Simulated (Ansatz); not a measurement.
Space group P-3m1 (No. 164). a = 3.481 Å, b = 3.481 Å, c = 5.873 Å, α = 90.00°, β = 90.00°, γ = 120.00°
| atom | site | symmetry | x | y | z |
| --- | --- | --- | --- | --- | --- |
| Ti | 1a | -3m. | 0.0000 | 0.0000 | 0.0000 |
| Se | 2d | 3m. | 0.3333 | 0.6667 | 0.2647 |

Equation of state of this TiSe2 structure (not necessarily the ground state), with shape and atoms relaxed at each volume where symmetry leaves them free. It has no gap at any of these volumes. These are results of DFT PBE+D3(BJ), scalar-relativistic, plane waves, PAW in Ansatz, not measurements.

Cutoff 420 eV; k points 15×15×8 on the computed 3-atom cell (Γ-centred); Gaussian smearing, width 0.10 eV; no spin polarisation.

```tsv
V (Å³/atom)	E − E(largest V) (meV/atom)	P (GPa)
18.076	36.73	8.31
18.692	10.30	5.50
19.308	-6.47	3.24
19.925	-15.40	1.41
20.541	-18.06	-0.01
21.157	-15.90	-1.10
21.773	-10.28	-1.84
22.595	0.00	-2.29
```

Question: Fit a third-order Birch–Murnaghan equation to E(V).

Answer: V0 = 20.56 Å³/atom, B0 = 39 GPa, B0' = 8.6.